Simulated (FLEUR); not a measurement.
# CdS (Hawleyite) (F-43m) in FLEUR: settings compared, part 2 of 2

FLEUR MaX-R8.1 (later development tree).

## Step 4: Equation of state, PW91, 23.82 Å³/atom (volume scaled by 0.96)

Changes to inp.xml since step 3:

```diff
@@ -24,3 +24,3 @@
       <xi:include xmlns:xi="http://www.w3.org/2001/XInclude" href="sym.xml"> </xi:include>
-      <bulkLattice scale="0.9795861087">
+      <bulkLattice scale="0.9864848297">
          <bravaisMatrix>
```

Started as:

```
inpgen -f crystal.txt -profile fastHighL
# inp.xml edited to the form shown
fleur_MPI
```

Run time: 70 s. Hardware: 1 thread of Intel Xeon Platinum 8375C at 2.90GHz (Ice Lake), shared host; peak memory 0.08 GiB.

The run converged. Its results:

- Free energy: -163167.2768 eV
- Band gap on the k mesh: 1.19 eV, direct
- Valence electrons inside the program's atomic spheres: Cd 18.39; S 3.37 (radii Cd 2.45, S 1.84 bohr)

Caveat: the plane-wave cutoff is short for the semicore states, which can make moduli rough.

## Step 5: Equation of state, PW91, 24.81 Å³/atom

Changes to inp.xml since step 4:

```diff
@@ -24,3 +24,3 @@
       <xi:include xmlns:xi="http://www.w3.org/2001/XInclude" href="sym.xml"> </xi:include>
-      <bulkLattice scale="0.9864848297">
+      <bulkLattice scale="1.0000000000">
          <bravaisMatrix>
```

Started as:

```
inpgen -f crystal.txt -profile fastHighL
# inp.xml edited to the form shown
fleur_MPI
```

It took 76 s on 1 thread of Intel Xeon Platinum 8375C at 2.90GHz (Ice Lake), shared host; peak memory 0.08 GiB.

Results (log left out):

```yaml
Free_energy: -163167.3273 eV
Band_gap_on_the_k_mesh: 1.11 eV, direct
Valence_electrons_inside_the_program's_atomic_spheres: Cd 18.35; S 3.35 (radii Cd 2.45, S 1.84 bohr)
```

Caveat: the plane-wave cutoff is short for the semicore states, which can make moduli rough.

## Step 6: Equation of state, PW91, 25.80 Å³/atom (volume scaled by 1.04)

Changes to inp.xml since step 5:

```diff
@@ -24,3 +24,3 @@
       <xi:include xmlns:xi="http://www.w3.org/2001/XInclude" href="sym.xml"> </xi:include>
-      <bulkLattice scale="1.0000000000">
+      <bulkLattice scale="1.0131594038">
          <bravaisMatrix>
```

Potentials or basis: all-electron, FLAPW.

Started as:

```
inpgen -f crystal.txt -profile fastHighL
# inp.xml edited to the form shown
fleur_MPI
```

Wall time 89 s (1 thread of Intel Xeon Platinum 8375C at 2.90GHz (Ice Lake), shared host); peak memory 0.08 GiB.

Results (log left out):

```yaml
Free_energy: -163167.3432 eV
Band_gap_on_the_k_mesh: 1.02 eV, direct
Valence_electrons_inside_the_program's_atomic_spheres: Cd 18.31; S 3.33 (radii Cd 2.45, S 1.84 bohr)
```

Caveat: the plane-wave cutoff is short for the semicore states, which can make moduli rough.

## Step 7: Equation of state, PW91, 26.30 Å³/atom (volume scaled by 1.06)

Changes to inp.xml since step 6:

```diff
@@ -24,3 +24,3 @@
       <xi:include xmlns:xi="http://www.w3.org/2001/XInclude" href="sym.xml"> </xi:include>
-      <bulkLattice scale="1.0131594038">
+      <bulkLattice scale="1.0196128224">
          <bravaisMatrix>
```

Started as:

```
inpgen -f crystal.txt -profile fastHighL
# inp.xml edited to the form shown
fleur_MPI
```

Run time: 97 s. Hardware: 1 thread of Intel Xeon Platinum 8375C at 2.90GHz (Ice Lake), shared host; peak memory 0.08 GiB.

The run converged. Its results:

* Free energy: -163167.3417 eV
* Band gap on the k mesh: 0.98 eV, direct
* Valence electrons inside the program's atomic spheres: Cd 18.30; S 3.33 (radii Cd 2.45, S 1.84 bohr)

Caveat: the plane-wave cutoff is short for the semicore states, which can make moduli rough.

## Step 8: Equation of state, PW91

No new run: the results of the series are fitted here.

What came out:

| Property | Result |
| --- | --- |
| Equilibrium volume | 25.90 Å³/atom |
| Bulk modulus | 52 GPa |

Energy against volume, from the lowest point:
```csv
volume (Å³/atom),energy (meV/atom)
23.319,53.50
23.815,33.19
24.808,7.94
25.800,0.00
26.296,0.74
```

Caveat: the plane-wave cutoff is short for the semicore states, which can make moduli rough. Zero-point motion and thermal expansion aren't in these numbers.

## Step 9: Band structure, RPBE (cell stretched)

Changes to inp.xml since step 7:

```diff
@@ -6,6 +6,6 @@
    <calculationSetup>
-      <cutoffs Kmax="4.51" Gmax="14.0" GmaxXC="14.0" numbands="0"/>
-      <scfLoop itmax="60" minDistance="0.00001" maxIterBroyd="15" imix="Anderson" alpha="0.05" precondParam="0.0" spinf="2.0" sdNocoIR="T"/>
+      <cutoffs Kmax="4.0" Gmax="20.0" GmaxXC="20.0" numbands="0"/>
+      <scfLoop itmax="80" minDistance="0.00001" maxIterBroyd="15" imix="Anderson" alpha="0.05" precondParam="0.0" spinf="2.0"/>
       <coreElectrons ctail="T" frcor="F" kcrel="0" coretail_lmax="0"/>
-      <xcFunctional name="pw91" relativisticCorrections="F"/>
+      <xcFunctional name="Rpbe" relativisticCorrections="F"/>
       <magnetism jspins="1"/>
@@ -17,3 +17,3 @@
    <cell>
-      <bzIntegration valenceElectrons="26.0" mode="hist" fermiSmearingEnergy="0.00183747">
+      <bzIntegration valenceElectrons="26.0" mode="hist" fermiSmearingEnergy="0.00073499">
          <kPointListSelection listName="default-1"/>
@@ -24,7 +24,7 @@
       <xi:include xmlns:xi="http://www.w3.org/2001/XInclude" href="sym.xml"> </xi:include>
-      <bulkLattice scale="1.0196128224">
+      <bulkLattice scale="1.0">
          <bravaisMatrix>
-            <row-1>    0.0000000000000000     5.5113862423958997     5.5113862423958997</row-1>
-            <row-2>    5.5113862423958997     0.0000000000000000     5.5113862423958997</row-2>
-            <row-3>    5.5113862423958997     5.5113862423958997     0.0000000000000000</row-3>
+            <row-1>    0.0000000000000000     5.7742217896046748     5.7742217896046748</row-1>
+            <row-2>    5.7742217896046748     0.0000000000000000     5.7742217896046748</row-2>
+            <row-3>    5.7742217896046748     5.7742217896046748     0.0000000000000000</row-3>
          </bravaisMatrix>
@@ -34,4 +34,4 @@
       <species name="Cadmium (Cd)" element="Cd" atomicNumber="48">
-         <mtSphere radius="2.45" gridPoints="837" logIncrement="0.015"/>
-         <atomicCutoffs lmax="10" lnonsphr="8"/>
+         <mtSphere radius="2.65" gridPoints="877" logIncrement="0.015"/>
+         <atomicCutoffs lmax="7" lnonsphr="5"/>
          <electronConfig flipSpins="F">
@@ -48,4 +48,4 @@
       <species name="Sulfur (S)" element="S" atomicNumber="16">
-         <mtSphere radius="1.84" gridPoints="625" logIncrement="0.018"/>
-         <atomicCutoffs lmax="8" lnonsphr="6"/>
+         <mtSphere radius="1.99" gridPoints="659" logIncrement="0.018"/>
+         <atomicCutoffs lmax="6" lnonsphr="4"/>
          <electronConfig flipSpins="F">
@@ -83,3 +83,2 @@
       <specialOutput eonly="F"/>
-      <moessbauerParams electricFieldGradient="T" isomerShift="T" coreHyperfine="T" valenceHyperfine="T"/>
       <magneticCircularDichroism mcd="F" energyLo="-10.0" energyUp="0.0"/>
```

The input, crystal.txt:

```
CdS
&input cartesian=F /
0.0000000000  3.0555865818  3.0555865818
3.0555865818  0.0000000000  3.0555865818
3.0555865818  3.0555865818  0.0000000000
1.8897261246
1.0 1.0 1.0

2
48 0.0000000000  0.0000000000  0.0000000000
16 0.7500000000  0.7500000000  0.7500000000

&kpt div1=5 div2=5 div3=5 gamma=T /
```

Changes to inp.xml (bands) since step 2:

```diff
@@ -6,6 +6,6 @@
    <calculationSetup>
-      <cutoffs Kmax="4.39" Gmax="13.6" GmaxXC="13.6" numbands="0"/>
-      <scfLoop itmax="60" minDistance="0.00001" maxIterBroyd="15" imix="Anderson" alpha="0.05" precondParam="0.0" spinf="2.0" sdNocoIR="T"/>
+      <cutoffs Kmax="4.0" Gmax="20.0" GmaxXC="20.0" numbands="0"/>
+      <scfLoop itmax="80" minDistance="0.00001" maxIterBroyd="15" imix="Anderson" alpha="0.05" precondParam="0.0" spinf="2.0"/>
       <coreElectrons ctail="T" frcor="F" kcrel="0" coretail_lmax="0"/>
-      <xcFunctional name="pw91" relativisticCorrections="F"/>
+      <xcFunctional name="Rpbe" relativisticCorrections="F"/>
       <magnetism jspins="1"/>
@@ -17,3 +17,3 @@
    <cell>
-      <bzIntegration valenceElectrons="26.0" mode="hist" fermiSmearingEnergy="0.00183747">
+      <bzIntegration valenceElectrons="26.0" mode="hist" fermiSmearingEnergy="0.00073499">
          <kPointListSelection listName="path-1"/>
@@ -26,5 +26,5 @@
          <bravaisMatrix>
-            <row-1>    0.0000000000000000     5.5113862423958997     5.5113862423958997</row-1>
-            <row-2>    5.5113862423958997     0.0000000000000000     5.5113862423958997</row-2>
-            <row-3>    5.5113862423958997     5.5113862423958997     0.0000000000000000</row-3>
+            <row-1>    0.0000000000000000     5.7742217896046748     5.7742217896046748</row-1>
+            <row-2>    5.7742217896046748     0.0000000000000000     5.7742217896046748</row-2>
+            <row-3>    5.7742217896046748     5.7742217896046748     0.0000000000000000</row-3>
          </bravaisMatrix>
@@ -34,4 +34,4 @@
       <species name="Cadmium (Cd)" element="Cd" atomicNumber="48">
-         <mtSphere radius="2.53" gridPoints="837" logIncrement="0.015"/>
-         <atomicCutoffs lmax="10" lnonsphr="8"/>
+         <mtSphere radius="2.65" gridPoints="877" logIncrement="0.015"/>
+         <atomicCutoffs lmax="7" lnonsphr="5"/>
          <electronConfig flipSpins="F">
@@ -48,4 +48,4 @@
       <species name="Sulfur (S)" element="S" atomicNumber="16">
-         <mtSphere radius="1.89" gridPoints="625" logIncrement="0.018"/>
-         <atomicCutoffs lmax="8" lnonsphr="6"/>
+         <mtSphere radius="1.99" gridPoints="659" logIncrement="0.018"/>
+         <atomicCutoffs lmax="6" lnonsphr="4"/>
          <electronConfig flipSpins="F">
@@ -83,3 +83,2 @@
       <specialOutput eonly="F"/>
-      <moessbauerParams electricFieldGradient="T" isomerShift="T" coreHyperfine="T" valenceHyperfine="T"/>
       <magneticCircularDichroism mcd="F" energyLo="-10.0" energyUp="0.0"/>
```

Potentials or basis: all-electron, FLAPW.

Started as:

```
inpgen -f crystal.txt -profile fast
# inp.xml edited to the form shown
fleur
fleur   # second run, on inp.xml (bands)
```

What it wrote:

```text
Welcome to FLEUR        (www.flapw.de)
      MaX-Release 8.1          (www.max-centre.eu)

 ========== k-point set info ==========
 Selected k-point list: default-1
 k-point list type: mesh
 5 x 5 x 5
 Number of k points: 10

 ------------Calculation Setup---------------------------
 Number of OMP-threads    :            1
 Number of basis functions:          494
 Approximate size of matrices (H+S) per k-point:         0.007 GB
 --------------------------------------------------------
 Iteration:     1   Distance:       7.83618551 me/bohr^3
 Iteration:     2   Distance:       6.97763310 me/bohr^3
 Iteration:     3   Distance:       3.57550355 me/bohr^3
 Iteration:     4   Distance:       1.92662613 me/bohr^3
 Iteration:     5   Distance:       1.21569320 me/bohr^3
 Iteration:     6   Distance:       0.34803417 me/bohr^3
 Iteration:     7   Distance:       0.27825417 me/bohr^3
 Iteration:     8   Distance:       0.04121265 me/bohr^3
 Iteration:     9   Distance:       0.03920434 me/bohr^3
 Iteration:    10   Distance:       0.00527365 me/bohr^3
 Iteration:    11   Distance:       0.00361601 me/bohr^3
 Iteration:    12   Distance:       0.00099934 me/bohr^3
 Iteration:    13   Distance:       0.00016162 me/bohr^3
 Iteration:    14   Distance:       0.00013517 me/bohr^3
 Iteration:    15   Distance:       0.00003245 me/bohr^3
 Iteration:    16   Distance:       0.00002923 me/bohr^3
 Iteration:    17   Distance:       0.00001027 me/bohr^3
 Iteration:    18   Distance:       0.00000252 me/bohr^3

 ********************************************************************
 Run finished successfully
 Stop message:
   all done
 ********************************************************************
```

output (bands):

```text
Welcome to FLEUR        (www.flapw.de)
      MaX-Release 8.1          (www.max-centre.eu)

 ========== k-point set info ==========
 Selected k-point list: path-1
 k-point list type: path
 Number of k points: 60

 ------------Calculation Setup---------------------------
 Number of OMP-threads    :            1
 Number of basis functions:          514
 Approximate size of matrices (H+S) per k-point:         0.008 GB
 --------------------------------------------------------
 Fermi energy correction for insulators:
 No automatic correction of the Fermi energy has been performed.

 Note: Band structure data (together with different weights) is also stored in the banddos.hdf file.
       A convenient way of extracting and plotting the data from that file is by making use of the

 ********************************************************************
 Run finished successfully
 Stop message:
   Charge density postprocessing done.
 ********************************************************************
```

out.xml (last iteration):

```text
<iteration numberForCurrentRun="   18" overallNumber="   18">
         <energyParameters units="Htr">
            <atomicEP atomType="1" spin="1" branch="5s" branchLowest="-3.61" branchHighest="0.96" value="0.0455092919"/>
            <atomicEP atomType="1" spin="1" branch="5p" branchLowest="-2.17" branchHighest="1.57" value="0.2135815622"/>
            <atomicEP atomType="1" spin="1" branch="4d" branchLowest="-14.14" branchHighest="-0.08" value="-0.1408279480"/>
[... 94 lines left out ...]
            </atomTypeDependentContributions>
            <tkbTimesEntropy value="0.0000000000"/>
            <freeEnergy value="-5995.6994542511"/>
            <extrapolationTo0K value="-5995.6994542511"/>
         </totalEnergy>
         <densityConvergence units="me/bohr^3">
            <chargeDensity spin="1" distance="0.0000025207"/>
         </densityConvergence>
      </iteration>
```

Wall time 36 s (1 thread of Intel Xeon Platinum 8488C (Sapphire Rapids), shared host); peak memory 0.09 GiB.

These settings aren't checked as converged (typed here: k mesh = 5 × 5 × 5): the numbers below hold their error.

Results:

```yaml
Free_energy: -163151.2937 eV
Band_gap_on_the_k_mesh: 1.22 eV, direct
Band_gap_along_the_path: 1.22 eV, direct
Valence_electrons_inside_the_program's_atomic_spheres: Cd 18.62; S 3.85 (radii Cd 2.65, S 1.99 bohr)
```
